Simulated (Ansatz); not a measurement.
## The graphene bilayer (AB) between two gates

How do the bands of the graphene bilayer (AB) follow a displacement field between two gates?

Calculated with Ansatz 0.2.0; plane-wave DFT, PBE-D3(BJ), Ansatz PAW.

### 1. The starting structure

The cell holds 4 atoms: 4 C. Cell: a = 2.467 Å, b = 2.467 Å, c = 37.750 Å, α = 90.0°, β = 90.0°, γ = 120.0°. Regions: layer 1: graphene, 2 atoms (2 C); layer 2: graphene, 2 atoms (2 C). Vacuum lies along c.

### 2. Relaxation

The starting cell is a guess, so the in-plane lattice and the atoms are relaxed first, with the slab cut off from its images along the normal.

The input, input.yaml:

```yaml
crystal:
  lattice:
    - [2.467, 0.0, 0.0]
    - [-1.2335, 2.1364846711, 0.0]
    - [0.0, 0.0, 37.750000002]
  atoms:
    - { symbol: C, position: [0.6666666667, 0.3333333333, 0.455629139] }
    - { symbol: C, position: [0.3333333333, 0.6666666667, 0.455629139] }
    - { symbol: C, position: [0.0, 0.0, 0.544370861] }
    - { symbol: C, position: [0.6666666667, 0.3333333333, 0.544370861] }
  periodic: [true, true, false]
kpoints:
  mp_grid: { grid: [18, 18, 1] }
hamiltonian:
  xc: pbe
  dispersion: d3bj
scf:
  occupations: { method: fermi_dirac, width: 0.05 }
  convergence: { dr2_threshold: 1.0e-09 }
relax:
  f_tol: 0.004
  max_steps: 90
  cell: {}
output:
  write_potential: true
  write_density: true
  volumetric_format: npy
```

On the command line:

```
ansatz run input.yaml --threads 4 --pin off --max-ram 8192MiB --backend cpu --events-out ev --progress --plain --runs-dir out
```

Numbers of over 12 decimals in the logs are rounded to 6 here.

The log of the run:

```text
Warning: relax.cell: scf.convergence.dr2_threshold = 1e-9 eV is looser than the 2.24438552741e-10 eV advised for a relaxation that steers and ends on the stress (1e-10 eV for each atom of the cell: 4, times the square of relax.cell.stress_2d_tol = 0.05 N/m over 13.4 Å (the atoms' height at the walk's start and 5 Å past either face), 3.745e-2 GPa, over a crystal's default 0.05). What an SCF threshold leaves in a stress goes as its square root, and in the free energy as the threshold itself, and one threshold admits the most on a small cell: [figures from the program's tests cut] Set scf.convergence.dr2_threshold to 2.24438552741e-10 eV or tighter. [rest of the remark cut]
Engine: ansatz 0.2.0, x86_64-unknown-linux-gnu
Pseudopotentials: kind: paw
Pseudopotential: C, paw, valence charge 4, recommended cutoff 420 eV (normal), C.paw.azcp
Functional definition: PBE
  parameter kappa = 0.804
  parameter beta = 0.066725
  exchange = pbe_x(kappa = kappa, mu = beta*pi^2/3)
  correlation = pbe_c(beta = beta)
Crystal: 4 atoms, lattice volume = 198.969 Å³
Basis set: ecut = 420 eV, 3769 PW (Γ), exchange–correlation on 36×36×512 points (8 copies of the dense FFT grid, shifted against one another)
Bands: 12, of which v1, the nominal top of the filled ones, is band 8 counted from 1 (7 counted from 0)
Symmetry: 12 space group operations
Space group: P-3m1 (ITA 164), of the structure as read, at distance tolerance 5.8e-5 Å
k-points: 37 of 324
Non-local potential: C, projectors of the file, l = 0: 2, l = 1: 2, l = 2: 1
PAW form: soft (Blöchl's): semilocal exchange-correlation on the pseudo side does not see the compensation charge
PAW one-centre angular grid: C, 110 points (default); XC on 64 Gauss nodes
Initial density: superposition of atomic densities (neutral atoms: chi_scale 0, normalization atom), corrected by the library's trained network
Initial wavefunctions: pseudopotential atomic-orbital guess
Functional: x = pbe(κ = 0.804, μ = 0.219515), c = pbe(β = 0.066725)
SCF iter   1: F=—  HF=-1004.220839 eV  |F-HF|=—  |Δ(HF+E_count)|=         —  Δρ=1.46e-3  dr2=5.51e-3  ethr=1.77e-3  ⟨swp⟩=11.1  Hψ=4241  notcnv=0
preconditioner: auto → LDOS  [metal: Δε(μ)=0.354 eV  Ē_g=14.887 eV  σ=0.050 eV  W_gap=0.50  n_scr=20 (ndim 8)  ℏωp=10.5 eV  f_vac=0.799  D(μ)=0.12/eV (n_scr^D=4)  β→1.0]
SCF iter   2: F=—  HF=-1004.222151 eV  |F-HF|=—  |Δ(HF+E_count)|=   1.31e-3  Δρ=7.59e-4  dr2=4.59e-3  ethr=3.45e-5  ⟨swp⟩=4.7  Hψ=1619  notcnv=0
SCF iter   3: F=—  HF=-1004.220836 eV  |F-HF|=—  |Δ(HF+E_count)|=   1.32e-3  Δρ=2.56e-4  dr2=4.55e-4  ethr=2.87e-5  ⟨swp⟩=3.6  Hψ=962  notcnv=0
SCF iter   4: F=—  HF=-1004.220761 eV  |F-HF|=—  |Δ(HF+E_count)|=   7.42e-5  Δρ=6.18e-5  dr2=7.03e-6  ethr=2.85e-6  ⟨swp⟩=3.3  Hψ=905  notcnv=0
SCF iter   5: F=—  HF=-1004.220757 eV  |F-HF|=—  |Δ(HF+E_count)|=   4.70e-6  Δρ=8.78e-6  dr2=1.83e-7  ethr=4.40e-8  ⟨swp⟩=3.2  Hψ=1051  notcnv=0
SCF iter   6: F=—  HF=-1004.220780 eV  |F-HF|=—  |Δ(HF+E_count)|=   2.31e-5  Δρ=4.49e-6  dr2=3.73e-8  ethr=1.14e-9  ⟨swp⟩=3.0  Hψ=892  notcnv=0
SCF iter   7: F=-1004.220780 eV  HF=-1004.220780 eV  |F-HF|=9.38e-9  |Δ(HF+E_count)|=   2.43e-9  Δρ=9.49e-7  dr2=7.22e-10  ethr=6.25e-12  ⟨swp⟩=9.4  Hψ=3601  notcnv=0
SCF 1 converged in 7 iterations: F = -1004.220780 eV  dr2 = 7.22e-10
  greatest PAW one-centre occupation: 0.672 electrons in one spin orbital (limit 2), on the C atom at site 3 (counted from 0), in its partial waves of l = 0
relax step   1: F+E_penalty+E_count = -1004.22077983 eV  Δ(F+E_penalty+E_count) = +0.000e0 eV  max|allowed force component| = 1.745e-2 eV/Å  Δτ_max = 0.0000 Å  P = -0.603 N/m  Ω = 198.969 Å³  fix = [c, alpha, beta]  reactions: c -0.000 N/m  (7 SCF iters, accepted)
Crystal: 4 atoms, lattice volume = 198.783 Å³
Initial density: handed on by an earlier stage of this run
Initial wavefunctions: those handed on with the density
iter 1 solved again at ethr=1.81e-3 eV; its pass at ethr=3.10e-3 eV (dr2=2.89e-1 eV) is discarded
SCF iter   1: F=—  HF=-1004.304579 eV  |F-HF|=—  |Δ(HF+E_count)|=         —  Δρ=1.31e-2  dr2=2.88e-1  ethr=1.81e-3  ⟨swp⟩=1.8  Hψ=4130  notcnv=0
preconditioner: auto → LDOS  [metal: Δε(μ)=0.248 eV  Ē_g=14.806 eV  σ=0.050 eV  W_gap=0.49  n_scr=20 (ndim 8)  ℏωp=10.5 eV  f_vac=0.795  D(μ)=0.13/eV (n_scr^D=4)  β→1.0]
SCF iter   2: F=—  HF=-1004.382782 eV  |F-HF|=—  |Δ(HF+E_count)|=   7.82e-2  Δρ=8.39e-3  dr2=5.59e-1  ethr=1.80e-3  ⟨swp⟩=5.8  Hψ=1689  notcnv=0  defer=3
SCF iter   3: F=—  HF=-1004.219761 eV  |F-HF|=—  |Δ(HF+E_count)|=   1.63e-1  Δρ=9.60e-4  dr2=2.73e-3  ethr=1.80e-3  ⟨swp⟩=4.5  Hψ=1217  notcnv=0  defer=3
SCF iter   4: F=—  HF=-1004.219653 eV  |F-HF|=—  |Δ(HF+E_count)|=   1.08e-4  Δρ=2.23e-4  dr2=6.20e-5  ethr=1.71e-5  ⟨swp⟩=3.6  Hψ=1251  notcnv=0  defer=1
SCF iter   5: F=—  HF=-1004.219725 eV  |F-HF|=—  |Δ(HF+E_count)|=   7.20e-5  Δρ=1.14e-4  dr2=2.19e-5  ethr=3.88e-7  ⟨swp⟩=2.8  Hψ=914  notcnv=0
SCF iter   6: F=—  HF=-1004.219719 eV  |F-HF|=—  |Δ(HF+E_count)|=   5.22e-6  Δρ=2.25e-5  dr2=9.99e-7  ethr=1.37e-7  ⟨swp⟩=2.3  Hψ=809  notcnv=0
SCF iter   7: F=—  HF=-1004.219745 eV  |F-HF|=—  |Δ(HF+E_count)|=   2.55e-5  Δρ=2.61e-6  dr2=1.20e-8  ethr=6.25e-9  ⟨swp⟩=3.2  Hψ=865  notcnv=0
SCF iter   8: F=—  HF=-1004.219745 eV  |F-HF|=—  |Δ(HF+E_count)|=   3.60e-8  Δρ=7.90e-7  dr2=1.14e-9  ethr=6.25e-12  ⟨swp⟩=10.9  Hψ=3182  notcnv=0
SCF iter   9: F=-1004.219745 eV  HF=-1004.219745 eV  |F-HF|=4.32e-12  |Δ(HF+E_count)|=   5.50e-9  Δρ=9.42e-8  dr2=1.35e-11  ethr=6.25e-12  ⟨swp⟩=9.3  Hψ=2713  notcnv=0
SCF 2 converged in 9 iterations: F = -1004.219745 eV  dr2 = 1.35e-11
relax step   2: F+E_penalty+E_count = -1004.21974504 eV  Δ(F+E_penalty+E_count) = +1.035e-3 eV  max|allowed force component| = 1.954e-2 eV/Å  Δτ_max = 0.0835 Å  P = -0.145 N/m  Ω = 198.783 Å³  energy of the carried Pulay correction = +1.059e-4 eV  fix = [c, alpha, beta]  (9 SCF iters, rejected (line search))
Crystal: 4 atoms, lattice volume = 198.741 Å³
iter 1 solved again at ethr=6.98e-4 eV; its pass at ethr=3.10e-3 eV (dr2=1.12e-1 eV) is discarded
SCF iter   1: F=—  HF=-1004.254026 eV  |F-HF|=—  |Δ(HF+E_count)|=         —  Δρ=8.17e-3  dr2=1.11e-1  ethr=6.98e-4  ⟨swp⟩=2.0  Hψ=3850  notcnv=0
preconditioner: auto → LDOS  [metal: Δε(μ)=0.319 eV  Ē_g=14.853 eV  σ=0.050 eV  W_gap=0.50  n_scr=20 (ndim 8)  ℏωp=10.5 eV  f_vac=0.803  D(μ)=0.12/eV (n_scr^D=4)  β→1.0]
SCF iter   2: F=—  HF=-1004.283316 eV  |F-HF|=—  |Δ(HF+E_count)|=   2.93e-2  Δρ=5.21e-3  dr2=2.14e-1  ethr=6.94e-4  ⟨swp⟩=4.7  Hψ=1474  notcnv=0
SCF iter   3: F=—  HF=-1004.221491 eV  |F-HF|=—  |Δ(HF+E_count)|=   6.18e-2  Δρ=5.76e-4  dr2=8.60e-4  ethr=6.94e-4  ⟨swp⟩=4.2  Hψ=1128  notcnv=0  defer=1
SCF iter   4: F=—  HF=-1004.221446 eV  |F-HF|=—  |Δ(HF+E_count)|=   4.46e-5  Δρ=1.23e-4  dr2=1.59e-5  ethr=5.37e-6  ⟨swp⟩=3.4  Hψ=1154  notcnv=0
SCF iter   5: F=—  HF=-1004.221405 eV  |F-HF|=—  |Δ(HF+E_count)|=   4.14e-5  Δρ=1.36e-5  dr2=6.11e-7  ethr=9.91e-8  ⟨swp⟩=3.2  Hψ=964  notcnv=0
SCF iter   6: F=—  HF=-1004.221428 eV  |F-HF|=—  |Δ(HF+E_count)|=   2.37e-5  Δρ=4.67e-6  dr2=6.15e-8  ethr=3.82e-9  ⟨swp⟩=3.0  Hψ=835  notcnv=0
SCF iter   7: F=—  HF=-1004.221428 eV  |F-HF|=—  |Δ(HF+E_count)|=   7.13e-9  Δρ=1.74e-6  dr2=7.36e-9  ethr=3.84e-10  ⟨swp⟩=2.7  Hψ=850  notcnv=0
SCF iter   8: F=-1004.221428 eV  HF=-1004.221428 eV  |F-HF|=2.66e-9  |Δ(HF+E_count)|=   4.85e-9  Δρ=3.25e-7  dr2=2.49e-10  ethr=6.25e-12  ⟨swp⟩=10.4  Hψ=3048  notcnv=0
SCF 3 converged in 8 iterations: F = -1004.221428 eV  dr2 = 2.49e-10
relax step   3: F+E_penalty+E_count = -1004.22142840 eV  Δ(F+E_penalty+E_count) = -6.486e-4 eV  max|allowed force component| = 3.261e-3 eV/Å  Δτ_max = 0.0322 Å  P = -0.081 N/m  Ω = 198.741 Å³  energy of the carried Pulay correction = +1.298e-4 eV  fix = [c, alpha, beta]  reactions: c -0.000 N/m  (8 SCF iters, accepted)
[...]
relax step   4: F+E_penalty+E_count = -1004.22147573 eV  Δ(F+E_penalty+E_count) = -4.733e-5 eV  max|allowed force component| = 5.135e-4 eV/Å  Δτ_max = 0.0058 Å  P = -0.005 N/m  Ω = 198.705 Å³  energy of the carried Pulay correction = +1.505e-4 eV  fix = [c, alpha, beta]  reactions: c -0.000 N/m  (7 SCF iters, accepted)
Initial wavefunctions: pseudopotential atomic-orbital guess (no wavefunctions were taken with the density)
iter 1 solved again at ethr=3.32e-7 eV; its pass at ethr=3.10e-3 eV (dr2=5.32e-5 eV) is discarded
SCF iter   1: F=—  HF=-1004.221334 eV  |F-HF|=—  |Δ(HF+E_count)|=         —  Δρ=4.00e-6  dr2=4.21e-9  ethr=3.32e-7  ⟨swp⟩=5.6  Hψ=6234  notcnv=0
eigensolver tolerance schedule: the retry pair's looser diagonalisation over-reported the residual by 12634.24 of it (diagonalisation noise at an unbounded share of the residual, at the tolerance the schedule requests for it); recorded, not acted on — ethr = c·dr2/N_el stays at c = 1.0e-1
preconditioner: auto → LDOS  [metal: Δε(μ)=0.319 eV  Ē_g=14.819 eV  σ=0.050 eV  W_gap=0.50  n_scr=20 (ndim 8)  ℏωp=10.5 eV  f_vac=0.802  D(μ)=0.12/eV (n_scr^D=4)  β→1.0]
SCF iter   2: F=—  HF=-1004.221298 eV  |F-HF|=—  |Δ(HF+E_count)|=   3.60e-5  Δρ=6.53e-7  dr2=3.99e-10  ethr=6.25e-12  ⟨swp⟩=15.7  Hψ=5075  notcnv=0
SCF iter   3: F=-1004.221298 eV  HF=-1004.221298 eV  |F-HF|=1.74e-10  |Δ(HF+E_count)|=   1.55e-9  Δρ=3.93e-7  dr2=3.48e-10  ethr=2.49e-12  ⟨swp⟩=7.1  Hψ=2874  notcnv=0
SCF 5 converged in 3 iterations: F = -1004.221298 eV  dr2 = 3.48e-10
relax step   5: F+E_penalty+E_count = -1004.22129779 eV  Δ(F+E_penalty+E_count) = +1.779e-4 eV  max|allowed force component| = 5.074e-4 eV/Å  Δτ_max = 0.0000 Å  P = -0.010 N/m  Ω = 198.705 Å³  fix = [c, alpha, beta]  reactions: c -0.000 N/m  stress off target by 1.04e-2 N/m on what of the cell is left free  SCF on the basis re-selected at this cell (its energy is not comparable with the rows above)  (3 SCF iters)
basis re-selected at this cell: Δ(F+E_penalty+E_count) = +1.779e-4 eV, ΔP = -0.005 N/m vs the last step (what re-selecting the basis moved, of the pressure what is left beyond the Pulay correction that the steps carried, after the strain that the cell walked since its last selection, with what the two solves' SCF thresholds leave and, on support functions, any second-order correction that the steps lacked; it is no m [...]
WARN: The output density's exchange-correlation potential varies sharply where the density is thin. Do not read a vacuum level from v_tot or v_xc, or from such a field of the output density. On a cell that repeats whose density bears no net charge and no dipole along the vacuum's axis use v_es (v_loc + v_h of the components); under efield.dipole_correction with no amplitude use v_es + v_field, which holds any externa [...]
SCF converged after 3 iterations
Free energy (F): -1004.221298 eV
Harris-Foulkes:  -1004.221298 eV  (|F-HF|=1.74e-10)
Internal energy: -1004.220424 eV  (E = F + TS)
E sigma→0 (E₀):  -1004.220861 eV
Entropy (-TS):   -0.000874 eV (-0.218 meV/atom)
Fermi energy:    -4.274900 eV
--- Per-component energies (eV) ---
  E_band       = -214.609965
  E_kinetic    = 363.521980
  E_local      = -33242.425797  (includes V_loc(G=0)·N_el)
  E_nonlocal   = 109.190494
  E_hartree    = 16409.981846
  E_xc         = -191.956581
  E_vxc        = -237.651357  (∫ρ·V_xc dr)
  E_paw        = -397.372364  (= ΣΔE_a)
  E_vpaw       = -27.209775  (= ΣTr[D̂ρ^β])
  E_aug_tail   = 0.000030  (compensation charges beyond the density's cutoff)
  E_ewald      = 15945.314106
  E_disp       = -0.474137  (pairwise vdW)
  E_smearing   = -0.000874  (= −TS)
  E_closure    = 0.000000  (closes the sum)
  Σ components = -1004.221298   (vs F -1004.221298, Δ=0.00e0)
--- Forces (eV/Å), atoms counted from 1 ---
  atom   1  C      0.00000000     0.00000000    -0.00009934
  atom   2  C      0.00000000    -0.00000000     0.00050736
  atom   3  C      0.00000000     0.00000000    -0.00050736
  atom   4  C     -0.00000000    -0.00000000     0.00009934
  max |Σ_I F_I| component: 7.40e-17 eV/Å
--- 2D stress c σ (N/m, compression-positive) ---
       -0.010438      -0.000000      -0.000000
       -0.000000      -0.010438      -0.000000
       -0.000000      -0.000000      -0.000000
  P = ½ c Tr σ = -0.0104 N/m
--- Band table (eV; the first three rows and the last of 37) ---
  k-point 0: bands = [... 4 lower, -7.3087, -7.3087, -7.3011, -7.3011, -0.8509, -0.4943, 0.2073, 0.2652]
  k-point 1: bands = [... 4 lower, -7.6086, -7.5975, -7.4666, -7.4565, -0.7527, -0.3948, 0.3087, 0.3667]
  k-point 2: bands = [... 4 lower, -8.4311, -8.4125, -7.8849, -7.8709, -0.4583, -0.0963, 0.6127, 0.6710]
  k-point 36: bands = [... 4 lower, -14.8329, -14.8329, -4.5772, -4.2750, -4.2750, -3.9561, 6.3055, 6.3055]
  the weakly bound empty levels are not read free of the cell's end (no_gap_told)
--- Relaxed structure (4 steps of the walk, 3 accepted, 1 SCFs on fresh bases) ---
  F+E_penalty+E_count = -1004.22129779 eV   max|allowed force component| = 5.074e-4 eV/Å   (the final SCF, on the basis selected at the relaxed cell)
  cell:  # Å, volume = 198.7051 Å³
    - [2.465362, 0.0, 0]
    - [-1.232681, 2.135066, 0]
    - [0, 0, 37.750000002]
  atoms:
    - { symbol: C, position: [0.666667, 0.333333, 0.454944] }
    - { symbol: C, position: [0.333333, 0.666667, 0.454931] }
    - { symbol: C, position: [3.104054064321922e-18, 1.3877787809430047e-17, 0.545069] }
    - { symbol: C, position: [0.666667, 0.333333, 0.545056] }
```

Wall time 24 s (4 threads of Intel Xeon at 2.50GHz (Skylake/Cascade Lake), shared host); peak memory 0.54 GiB; 68 s of CPU time.

Relaxation path:

```csv
step,energy less that of the first step (eV),largest force component (eV/Å),volume (Å³)
1,0.0000,0.0175,198.97
2,0.0010,0.0195,198.78
3,-0.0006,0.0033,198.74
4,-0.0007,0.0005,198.71
5*,-0.0005,0.0005,198.71
```

Relaxation steps marked * repeat the geometry before them on a plane-wave basis chosen anew for their cell, so energy and pressure can jump there. Relaxation step 2 was tried and not accepted.

Forces are held to the 12 operations that the run works with; a distortion that breaks them can't arise in this run.

```csv
cell as run,before,after,change
a (Å),2.467,2.465,-0.1 %
b (Å),2.467,2.465,-0.1 %
```

The atoms that moved most (Å, along periodic axes as changes of fractional coordinates times the final cell, across vacuum about the mean position):

```csv
atom,dx,dy,dz,length
C2,0.000,0.000,-0.026,0.026
C3,0.000,0.000,0.026,0.026
C1,0.000,0.000,-0.026,0.026
C4,0.000,0.000,0.026,0.026
```

Final coordinates:

```xyz
4
Lattice="2.4654 0.0000 0.0000 -1.2327 2.1351 0.0000 0.0000 0.0000 37.7500" Properties=species:S:1:pos:R:3
C     1.2327    0.7117   17.1741
C     0.0000    1.4234   17.1736
C     0.0000    0.0000   20.5764
C     1.2327    0.7117   20.5759
```

Numbers from this step:

| Item | Value |
| --- | --- |
| energy at zero smearing | -1004.2209 eV |

The lattice constant a goes from 2.467 to 2.465 Å.

(Part 1 of 4 ends here.)

[Logs are printed without paths, hosts, clocks, repeated set-up lines and the standing remarks that a program may print on its own settings, such as how far it seeks lower states.]

[Hosts, paths, dates, database ids (printed as entryN), source tags and the programs' standing remarks are cut or masked in the printed files.]

[Maps of the electrostatic potential energy from Ansatz leave out the sawtooth potential of an applied field or a dipole correction, so their vacuum need not be flat; planar profiles and work functions include it.]
